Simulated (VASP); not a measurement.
The system is Au.

```
CELL_PARAMETERS angstrom
2.74841 0.00000 0.00000
0.00000 2.74841 0.00000
0.00000 0.00000 2.74841
ATOMIC_POSITIONS crystal
Au 0.50000 0.50000 0.50000
```

The cell was built by a generator and needn't be a form met in nature.

Base run:

- Program: VASP 6.6.1
- Functional: PBE
- Potentials or basis: VASP PAW PBE potentials, release 64 (Au)
- Cutoff: 520 eV
- k mesh: 10 × 10 × 10
- Occupations: fermi-dirac, width 0.05 eV
- Spin: no spin polarisation

Its results: pressure 0.0 GPa.

Question: The run is repeated on the same cell with these changes: functional from PBE to PW91. What comes out?

Answer: Pressure 0.6 GPa.

Caveats: the PAW data sets were made with another functional, which shifts forces and pressure a little (some runs).

Not every run made on this cell is shown here.
